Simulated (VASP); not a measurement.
A run of VASP 6.6.1 is set up as follows.

File INCAR:

```
PREC = Accurate ; ENCUT = 520
EDIFF = 1E-7 ; ISMEAR = 0
SIGMA = 0.1 ; LREAL = F
LASPH = T ; NELM = 100
ALGO = Normal ; ISIF = 3
LWAVE = F ; LCHARG = F
GGA = PE ; IVDW = 12
IBRION = 2 ; NSW = 80
EDIFFG = -0.002
```

Contents of KPOINTS:

```
regular mesh
0
Gamma
  18 18 18
```

File POSCAR:

```
W                                       
1.0
   -1.5806301208      1.5806301208      1.5806301208
    1.5806301208     -1.5806301208      1.5806301208
    1.5806301208      1.5806301208     -1.5806301208
  W             
     1
Direct
     0.0000000000000000    0.0000000000000000    0.0000000000000000
```

Potentials or basis: VASP PAW PBE potentials, release 64 (W_sv).

Run with:

```bash
$ cat potpaw_PBE.64/W_sv/POTCAR > POTCAR
$ mpirun -np 1 vasp_std > vasp.out
```

(1) What does it give for the dispersion energy per atom?

(2) Predict the band gap on the k mesh.

Answers

(1) -0.698 eV.

(2) none (metal or under the smearing width).

Caveat: the relaxation stopped at its first step, so nothing moved.
